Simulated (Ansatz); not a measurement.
Free-standing chains of the atoms of KBr, named by their start (strip: triangular double chain, ladder: square double chain); atoms and period are relaxed, and energies count from relaxed bulk KBr (Fm-3m, 37.61 Å³/atom, gap on the mesh 4.32 eV).

These are results of DFT PBE, scalar-relativistic, plane waves, PAW in Ansatz, not measurements.

Cutoff 420 eV; k points 1×1×11 on the computed 2-atom cell (Γ-centred); Gaussian smearing, width 0.05 eV; collinear spin from starting moments 0.5 0.5 μB.

Start (linear chain):

```
CELL_PARAMETERS angstrom
9.00000 0.00000 0.00000
0.00000 9.30000 0.00000
0.00000 0.00000 6.03081
ATOMIC_POSITIONS crystal
K 0.50000 0.50000 0.00000
Br 0.50000 0.50000 0.50000
```

Problem. What does the relaxation give?

Solution. The free energy falls by 0 meV/atom.

| Property | Result |
| --- | --- |
| excess energy (eV per host atom) | 0.425 |
| period (Å) | 6.036 |
| gap on the mesh (eV) | 4.12 |
| highest filled level or Fermi level under vacuum (eV) | 5.59 |
| size of the moment (μB per cell) | 0.00 |

Relaxed structure:
```
K Br
1.0
     9.00000    0.00000    0.00000
     0.00000    9.30000    0.00000
     0.00000    0.00000    6.03592
K Br
1 1
Cartesian
  4.5000 4.6500 0.0000
  4.5000 4.6500 3.0180
```

An odd mesh misses points on the zone edge, so a gap read on it can be too wide.

Each run keeps its start's symmetry and one magnetic start, so lower states can exist.

Time: 7.8 s on 2 threads of AMD EPYC 9R14 (Zen 4) (shared host), peak memory 0.66 GiB.